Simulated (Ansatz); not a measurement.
# AlAs (F-43m): converging a phonon calculation

Wanted: convergence of the phonons of AlAs (F-43m) against cost.

Method: DFT PBE, scalar-relativistic, plane waves, PAW, in Ansatz 0.2.0.

## 1. Set-up

Symmetry: F-43m, No. 216, cubic system. The conventional cell has a = 5.728 Å, b = 5.728 Å, c = 5.728 Å, α = 90.00°, β = 90.00°, γ = 90.00°. Nearest to Al lie 4 As at 2.48 Å. Nearest to As lie 4 Al at 2.48 Å. Farther neighbours are not listed.

## 2. Tight relaxation

Phonons need a cell at rest on their own settings, so the relaxation is repeated with tight tolerances on forces and stress, using the mesh and the filling of the phonon run that follows.

Contents of input.yaml:

```yaml
crystal:
  lattice:
    - [0.0, 2.863806609, 2.863806609]
    - [2.863806609, 0.0, 2.863806609]
    - [2.863806609, 2.863806609, 0.0]
  atoms:
    - { symbol: Al, position: [0.0, 0.0, 0.0] }
    - { symbol: As, position: [0.25, 0.25, 0.25] }
kpoints:
  mp_grid: { grid: [8, 8, 8] }
hamiltonian:
  xc: pbe
scf:
  occupations: { method: fixed }
output:
  forces: true
  stress: true
  eigenvalues: true
relax:
  adjacent_minimum: "off"
  f_tol: 0.001
  max_steps: 60
  cell: { stress_tol: 0.01 }
```

On the command line:

```console
$ ansatz run input.yaml --threads 4 --pin off --max-ram 7168MiB --backend cpu --events-out ev --progress --plain --runs-dir out
```

Numbers of over 12 decimals in the logs are rounded to 6 here.

Output:

```text
Engine: ansatz 0.2.0, aarch64-unknown-linux-gnu
Pseudopotentials: kind: paw
Pseudopotential: Al, paw, valence charge 3, recommended cutoff 420 eV (normal), Al.paw.azcp
Pseudopotential: As, paw, valence charge 15, recommended cutoff 420 eV (normal), As.paw.azcp
Functional definition: PBE
  parameter kappa = 0.804
  parameter beta = 0.066725
  exchange = pbe_x(kappa = kappa, mu = beta*pi^2/3)
[...]
--- Relaxed structure (2 steps of the walk, 2 accepted, 1 SCFs on fresh bases) ---
  F+E_penalty+E_count = -5394.61445521 eV   max|allowed force component| = 9.252e-18 eV/Å   (the final SCF, on the basis selected at the relaxed cell)
  cell:  # Å, volume = 46.9923 Å³
    - [0, 2.864171, 2.864171]
    - [2.864171, 0, 2.864171]
    - [2.864171, 2.864171, 0]
  atoms:
    - { symbol: Al, position: [0, 0, 0] }
    - { symbol: As, position: [0.25, 0.25, 0.25] }
[key lines of the parts left out:]
SCF converged after 6 iterations
Free energy (F): -5394.614455 eV
Fermi energy:    5.983970 eV
P = ⅓ Tr σ = 0.0030 GPa (0.030 kbar)
```

The job ended after 1.8 s (4 threads of Arm Neoverse V1, shared host; peak memory 0.34 GiB; 6.3 s of CPU time).

Little changed from the start: no atom moved by 0.005 Å and no cell edge by 0.1 %.

This step gave:

```yaml
pressure: 0.002955 GPa
gap_on_the_k_mesh: 1.504 eV
volume_per_atom: 23.50 Å³
direct_gap_on_mesh: 1.775 eV
```

The forces vanish by symmetry and the pressure is 0.003 GPa, within the tolerances set. The cell now holds 23.50 Å³/atom.

## 3. Phonons on a q mesh

Stability and thermal properties need the whole zone. Linear response on a 4×4×4 q mesh gives force constants as far as a supercell of that size would, and the tensors from the zone-centre run are typed in so that the long-range dipole term is interpolated apart.

Contents of input.yaml:

```yaml
crystal:
  lattice:
    - [0.0, 2.8641712014, 2.8641712014]
    - [2.8641712014, 0.0, 2.8641712014]
    - [2.8641712014, 2.8641712014, 0.0]
  atoms:
    - { symbol: Al, position: [0.0, 0.0, 0.0] }
    - { symbol: As, position: [0.25, 0.25, 0.25] }
kpoints:
  mp_grid: { grid: [8, 8, 8] }
hamiltonian:
  xc: pbe
scf:
  occupations: { method: fixed }
output:
  eigenvalues: true
phonons:
  method: dfpt
  qmesh: [4, 4, 4]
  temperatures: { t_max: 1000, t_step: 50 }
  qpath:
    path:
      - [[0.0, 0.0, 0.0], [-0.5, -0.5, 0.0], [-0.375, -0.375, 0.25]]
      - [[-0.375, 0.0, 0.375], [0.0, 0.0, 0.0], [0.0, 0.0, 0.5], [-0.5, -0.25, 0.25], [-0.5, -0.5, 0.0]]
    npoints: 10
  non_analytic_term:
    high_frequency_dielectric_tensor: [[9.4998, 0.0, 0.0], [0.0, 9.4998, 0.0], [0.0, 0.0, 9.4998]]
    born_effective_charges:
      - { species: Al, tensor: [[2.1621, 0.0, 0.0], [0.0, 2.1621, 0.0], [0.0, 0.0, 2.1621]] }
      - { species: As, tensor: [[-2.1621, 0.0, 0.0], [0.0, -2.1621, 0.0], [0.0, 0.0, -2.1621]] }
    source: "zone-centre run at this cell"
```

Output:

```text
Warning: phonons: the dynamical matrix that this run interpolates holds no multipole term above the dipole-dipole one, and a site of this crystal is no centre of inversion, so its interpolated transverse optical and acoustic branches and sound speeds can stay off near Gamma, and the density of states and the thermodynamics with them. What a run solves at a wave vector of phonons.qpoints, Gamma apart, where the deck admits one, is free of this, and under fd what a larger phonons.supercell samples
[...]
Crystal: 2 atoms, lattice volume = 46.992 Å³
Basis set: ecut = 420 eV, 941 PW (Γ), exchange–correlation on 60×60×60 points (8 copies of the dense FFT grid, shifted against one another)
Bands: 13, of which v1, the nominal top of the filled ones, is band 9 counted from 1 (8 counted from 0)
Symmetry: 24 space group operations
k-points: 29 of 512 (time reversal used)
[...]
SCF iter   1: F=—  HF=-5394.615377 eV  |F-HF|=—  |Δ(HF+E_count)|=         —  Δρ=1.78e-3  dr2=2.80e-3  ethr=1.77e-3  ⟨swp⟩=4.8  Hψ=1948  notcnv=0  defer=50
[...]
SCF iter   7: F=-5394.614455 eV  HF=-5394.614455 eV  |F-HF|=3.64e-12  |Δ(HF+E_count)|=   1.06e-9  Δρ=1.69e-7  dr2=5.67e-12  ethr=1.00e-12  ⟨swp⟩=5.2  Hψ=2174  notcnv=0
SCF 1 converged in 7 iterations: F = -5394.614455 eV  dr2 = 5.67e-12
[...]
NSCF: frozen V_eff on 29 k-points
[...]
DFPT response loops at q = (0, 0, 0) (fractional): preconditioner auto → none (the input reference at scf.mixing.eps_inf says where Resta's filter doesn't serve); β = 0.50; Broyden in place of MSR1
[...]
SCF converged after 7 iterations
Free energy (F): -5394.614455 eV
[...]
Internal energy: -5394.614455 eV  (E = F + TS)
E sigma→0 (E₀):  -5394.614455 eV
Fermi energy:    5.983970 eV
[...]
--- Band table (eV; the first three rows and the last of 29) ---
  k-point 0: bands = [... 5 lower, -5.6845, 5.9840, 5.9840, 5.9840, 7.7593, 10.2254, 10.2254, 10.2254]
  k-point 1: bands = [... 5 lower, -5.5388, 4.5616, 5.8294, 5.8294, 8.5636, 10.4976, 10.4976, 10.5768]
  k-point 2: bands = [... 5 lower, -5.1363, 2.6664, 5.5229, 5.5229, 8.4557, 10.8410, 10.8410, 12.2310]
  k-point 28: bands = [... 5 lower, -3.8067, 1.0010, 2.9482, 3.2868, 10.3003, 11.4482, 11.5679, 12.0097]
--- Phonons (Γ-DFPT): 2 representative perturbations + reference (Σ response iterations 6) ---
  ASR residual: 1.577e-4 → 0.000e0 eV/Å²; symmetrization residual: 1.437e-6 eV/Å²
  ASR residual per site (eV/Å²): 4.79e-6 1.58e-4
  Γ frequencies (cm⁻¹): 0.00 0.00 0.00 345.51 345.51 345.51
--- Phonons (arbitrary-q DFPT): 8 irreducible q on the 4×4×4 mesh ---
  q = [0.0000, 0.0000, 0.0000] (star 1, of the zone-centre solve; hermiticity 3.30e-7, symmetrization 1.53e-12): -0.00 -0.00 -0.00 345.51 345.51 345.51
  q = [0.0000, 0.0000, 0.2500] (star 8, 2 solved perturbations on 288 of 512 k-point pairs; hermiticity 2.88e-7, symmetrization 6.00e-13): 59.94 59.94 141.66 336.11 336.11 369.63
[...]
q = [0.0000, 0.2500, 0.2500] (star 6, 4 solved perturbations in 528 linear systems a pass and spin channel, the states on 164 of 512 k-point pairs; hermiticity 5.02e-7, symmetrization 7.68e-13): 82.49 82.49 143.54 323.55 323.55 378.67
[...]
sum rule: each row above includes the acoustic sum rule's correction from the zone centre's row sums; it moved no ω² by more than (0.76 cm⁻¹)²
  mesh force constants: q→R imaginary residual 1.84e-18; ASR residual 1.577e-4 → 0.000e0 eV/Å²; symmetrization residual 3.997e-15 eV/Å²
  interpolated dispersion: 63 rows × 6 modes
  density of states and harmonic sums: on the 20×20×20 q-mesh, interpolated from the force constants of a 4×4×4 supercell (with the dipole–dipole term of supplied tensors)
  largest difference from the sums on the solved wave vectors: F 1.06e-2 eV, S 1.46e-5 and C_V 4.00e-6 eV/K
  zero-point energy: 0.084988 eV/cell   skipped modes (ω ≤ 0): 3   left out of the sums: 6.25e-5 of the cell's modes: C_V's classical limit lies that fraction below 3 k_B per atom; for a crystal, a wire or a layer, F and S can be off by more, and a phonons.interpolated_qmesh denser along its periods is the remedy for the sampling
```

The job ended after 71 s (4 threads; peak memory 1 GiB; 4.6 min of CPU time).

This step gave:

- sum-rule residual before enforcement: 1.58e-4 eV/Å²
- lowest frequency on the path: 0 cm⁻¹
- point group: -43m
- highest frequency on the path or at a solved wavevector: 381.3 cm⁻¹
- mean frequency: 228.5 cm⁻¹
- Debye temperature (second moment): 472 K
- logarithmic mean frequency: 195.9 cm⁻¹
- highest optical mode at the zone centre (no LO-TO term): 345.5 cm⁻¹
- lowest optical zone-centre mode: 345.5 cm⁻¹
- lowest mode on the q mesh (acoustic modes at Γ apart): 59.94 cm⁻¹
- zero-point energy per atom: 42.49 meV
- heat capacity at 300 K: 22.18 J/(mol atoms K)
- vibrational entropy at 300 K: 27.96 J/(mol atoms K)
- edges of the widest gap between branches, on path and mesh: 206.7, 311.2 cm⁻¹

Frequencies (cm⁻¹) solved at each irreducible wavevector; negative means imaginary. Frequencies by wavevector, by row:

```
q in reciprocal lattice units  star  mode 1  mode 2  mode 3  mode 4  mode 5  mode 6
                        0 0 0     1       0       0       0   345.5   345.5   345.5
                     0 0 0.25     8    59.9    59.9   141.7   336.1   336.1   369.6
                     0 0 -0.5     4    73.3    73.3   204.4   333.1   333.1   353.6
                  0 0.25 0.25     6    82.5    82.5   143.5   323.6   323.6   378.7
                  0 0.25 -0.5    24    92.6   123.9   185.6   320.2   320.4   350.2
                 0 0.25 -0.25    12    86.1   122.8   171.3   323.2   326.3   345.8
                  0 -0.5 -0.5     3    97.9    97.9   206.7   314.9   314.9   375.9
              0.25 -0.5 -0.25     6   123.2   130.6   187.9   319.3   324.3   324.7
```

Interpolated from a 4×4×4 q mesh, with the LO-TO term (at Γ the limit along the path; where Γ stands inside the path, tables give the limit on arrival). The phonon branches at the labelled points (cm⁻¹):

```
    point  branch 1  branch 2  branch 3  branch 4  branch 5  branch 6
        Γ         0         0         0       346       346       381
  halfway        82        82       144       324       324       379
        X        98        98       207       315       315       376
  halfway        99       111       202       315       316       366
        U       100       131       193       312       318       350
jump to K       100       131       193       312       318       350
  halfway        70       103       146       333       335       356
        Γ         0         0         0       346       346       381
  halfway        60        60       142       336       336       370
        L        73        73       204       333       333       354
  halfway        96       118       191       320       330       337
        W       123       131       188       319       324       325
  halfway       109       114       198       314       317       357
        X        98        98       207       315       315       376
```

The phonon branches as a text plot (rows in cm⁻¹):

```
    373 |***************         ************                  **
    357 |               **      *            ******          **
    342 |****             ********************     *****    *
    326 |    ****          ******             ****************
    310 |        ************                          **   *****
    294 |
    278 |
    262 |
    246 |
    230 |
    214 |            *
    199 |         *** *****                    ********     *****
    183 |        *         ****               *        *****
    167 |       *              *             *
    151 |      *                *
    135 |                ****               *           ****
    119 |    **         *    *** *         *          ** *****
    103 |        ***********    * **                *****     ***
     87 |   *  **           **** *        *        ***
     71 |    **                 * ***        *******
     56 |  **                    *       * **
     40 | **                      ****    *
     24 | *                         **  **
      8 |*                           ****
         Γ           X  U|K            Γ         L        W     X
```

Symmetry leaves 8 wavevectors to solve. The lowest mode among them, the acoustic zeros apart, lies at q = (0, 0, 0.25) and is real, 59.9 cm⁻¹.

## 4. Another q mesh, q mesh 2×2×2

The q mesh is changed to 2×2×2, to see how far the force constants must reach.

input.yaml: that of step 3 with these lines changed.

```diff
@@ -18,3 +18,3 @@
   method: dfpt
-  qmesh: [4, 4, 4]
+  qmesh: [2, 2, 2]
   temperatures: { t_max: 1000, t_step: 50 }
```

Output:

```text
[...]
Crystal: 2 atoms, lattice volume = 46.992 Å³
Basis set: ecut = 420 eV, 941 PW (Γ), exchange–correlation on 60×60×60 points (8 copies of the dense FFT grid, shifted against one another)
Bands: 13, of which v1, the nominal top of the filled ones, is band 9 counted from 1 (8 counted from 0)
Symmetry: 24 space group operations
k-points: 29 of 512 (time reversal used)
[...]
SCF iter   1: F=—  HF=-5394.615377 eV  |F-HF|=—  |Δ(HF+E_count)|=         —  Δρ=1.78e-3  dr2=2.80e-3  ethr=1.77e-3  ⟨swp⟩=4.8  Hψ=1948  notcnv=0  defer=50
[...]
SCF iter   7: F=-5394.614455 eV  HF=-5394.614455 eV  |F-HF|=3.64e-12  |Δ(HF+E_count)|=   1.06e-9  Δρ=1.69e-7  dr2=5.67e-12  ethr=1.00e-12  ⟨swp⟩=5.2  Hψ=2174  notcnv=0
SCF 1 converged in 7 iterations: F = -5394.614455 eV  dr2 = 5.67e-12
[...]
SCF converged after 7 iterations
Free energy (F): -5394.614455 eV
[...]
Internal energy: -5394.614455 eV  (E = F + TS)
E sigma→0 (E₀):  -5394.614455 eV
Fermi energy:    5.983970 eV
[...]
--- Band table (eV; the first three rows and the last of 29) ---
  k-point 0: bands = [... 5 lower, -5.6845, 5.9840, 5.9840, 5.9840, 7.7593, 10.2254, 10.2254, 10.2254]
  k-point 1: bands = [... 5 lower, -5.5388, 4.5616, 5.8294, 5.8294, 8.5636, 10.4976, 10.4976, 10.5768]
  k-point 2: bands = [... 5 lower, -5.1363, 2.6664, 5.5229, 5.5229, 8.4557, 10.8410, 10.8410, 12.2310]
  k-point 28: bands = [... 5 lower, -3.8067, 1.0010, 2.9482, 3.2868, 10.3003, 11.4482, 11.5679, 12.0097]
[...]
ASR residual: 1.577e-4 → 0.000e0 eV/Å²; symmetrization residual: 1.437e-6 eV/Å²
  ASR residual per site (eV/Å²): 4.79e-6 1.58e-4
  Γ frequencies (cm⁻¹): 0.00 0.00 0.00 345.51 345.51 345.51
--- Phonons (arbitrary-q DFPT): 3 irreducible q on the 2×2×2 mesh ---
[...]
interpolated dispersion: 63 rows × 6 modes
[...]
```

The job ended after 13 s (4 threads; peak memory 0.58 GiB; 49 s of CPU time).

Numbers from this step:

```yaml
mean_frequency: 230.2 cm⁻¹
debye_temperature_second_moment: 479 K
logarithmic_mean_frequency: 193.5 cm⁻¹
lowest_mode_on_the_q_mesh_acoustic_modes_at_gamma_apart: 73.31 cm⁻¹
zero_point_energy_per_atom: 42.81 meV
heat_capacity_at_300_k: 22.12 J/(mol atoms K)
vibrational_entropy_at_300_k: 28.31 J/(mol atoms K)
edges_of_the_widest_gap_between_branches_on_path_and_mesh: 206.7, 314.9 cm⁻¹
```

Frequencies (cm⁻¹) solved at each irreducible wavevector; negative means imaginary. Frequencies by wavevector, by row:

```
q in reciprocal lattice units  star  mode 1  mode 2  mode 3  mode 4  mode 5  mode 6
                        0 0 0     1       0       0       0   345.5   345.5   345.5
                     0 0 -0.5     4    73.3    73.3   204.4   333.1   333.1   353.6
                  0 -0.5 -0.5     3    97.9    97.9   206.7   314.9   314.9   375.9
```

Interpolated from a 2×2×2 q mesh, rough between the solved points, with the LO-TO term (at Γ the limit along the path; where Γ stands inside the path, tables give the limit on arrival). The phonon branches at the labelled points (cm⁻¹):

```
    point  branch 1  branch 2  branch 3  branch 4  branch 5  branch 6
        Γ         0         0         0       346       346       381
  halfway        67        67       145       331       331       380
        X        98        98       207       315       315       376
  halfway        96       114       204       316       316       371
        U        92       140       197       320       321       360
jump to K        92       140       197       320       321       360
  halfway        58        96       148       336       338       364
        Γ         0         0         0       346       346       381
  halfway        51        51       139       340       340       370
        L        73        73       204       333       333       354
  halfway        86       124       197       325       332       351
        W       117       132       195       317       328       353
  halfway       107       116       201       316       320       367
        X        98        98       207       315       315       376
```

The phonon branches as a text plot (rows in cm⁻¹):

```
    373 |****************        ************                 ***
    357 |                ********            *****************
    342 |******              *******************
    326 |      *****    *******                 ***************
    310 |           *****                                ********
    294 |
    278 |
    262 |
    246 |
    230 |
    214 |            *
    199 |         *** ******                   ******************
    183 |        *          ***               *
    167 |       *              *             *
    151 |      *           *    *
    135 |                ** ***             *          *****
    119 |    **        **      * *         *         **  *****
    103 |           ****        * **                *   *    ****
     87 |   *    ***    *****             *        * ***
     71 |      **            *** *  *         *******
     56 |  * **                 ****     *  **
     40 | * *                     ****    **
     24 |  *                        **  **
      8 |**                          ****
         Γ           X  U|K            Γ         L        W     X
```

The mean frequency is 230.2 cm⁻¹, +1.7 cm⁻¹ against the base run.

The highest branch reaches 381 cm⁻¹ on this path, at Γ. No branch goes imaginary on this path.

## 5. Another q mesh, k-mesh 9×9×9, q mesh 3×3×3

The q mesh is changed to 3×3×3, to see how far the force constants must reach; the k mesh is 9×9×9, against 8×8×8 in the base run, so that the q mesh divides it.

input.yaml: that of step 4 with these lines changed.

```diff
@@ -9,3 +9,3 @@
 kpoints:
-  mp_grid: { grid: [8, 8, 8] }
+  mp_grid: { grid: [9, 9, 9] }
 hamiltonian:
@@ -18,3 +18,3 @@
   method: dfpt
-  qmesh: [2, 2, 2]
+  qmesh: [3, 3, 3]
   temperatures: { t_max: 1000, t_step: 50 }
```

Output:

```text
[...]
Crystal: 2 atoms, lattice volume = 46.992 Å³
Basis set: ecut = 420 eV, 941 PW (Γ), exchange–correlation on 60×60×60 points (8 copies of the dense FFT grid, shifted against one another)
Bands: 13, of which v1, the nominal top of the filled ones, is band 9 counted from 1 (8 counted from 0)
Symmetry: 24 space group operations
k-points: 35 of 729 (time reversal used)
[...]
k-point 34: bands = [... 5 lower, -3.8564, 1.0167, 2.8993, 3.5357, 10.0856, 11.0638, 11.3774, 13.0482]
[...]
ASR residual: 9.822e-5 → 0.000e0 eV/Å²; symmetrization residual: 2.529e-6 eV/Å²
  ASR residual per site (eV/Å²): 4.09e-6 9.82e-5
  Γ frequencies (cm⁻¹): 0.00 0.00 0.00 345.49 345.49 345.49
--- Phonons (arbitrary-q DFPT): 4 irreducible q on the 3×3×3 mesh ---
[...]
interpolated dispersion: 63 rows × 6 modes
[...]
[key lines of the parts left out:]
SCF converged after 7 iterations
Free energy (F): -5394.615445 eV
Fermi energy:    5.983328 eV
```

Run time: 45 s. Hardware: 4 threads; peak memory 0.89 GiB.

Frequencies (cm⁻¹) solved at each irreducible wavevector; negative means imaginary. Frequencies by wavevector, by row:

```
q in reciprocal lattice units  star  mode 1  mode 2  mode 3  mode 4  mode 5  mode 6
                        0 0 0     1       0       0       0   345.5   345.5   345.5
                   0 0 0.3333     8    68.1    68.1   175.1   334.1   334.1   362.1
              0 0.3333 0.3333     6    92.6    92.6   177.5   318.1   318.1     377
             0 0.3333 -0.3333    12    95.6   137.6   188.7   315.6   319.7   343.8
```

The mean frequency is 228.6 cm⁻¹, +0.1 cm⁻¹ against the base run, whose k mesh differs too.

(Continued in part 2 of 4.)

[Logs are printed without paths, hosts, clocks, repeated set-up lines and the standing remarks that a program may print on its own settings, such as how far it seeks lower states.]

[Hosts, paths, dates, database ids (printed as entryN), source tags and the programs' standing remarks are cut or masked in the printed files.]
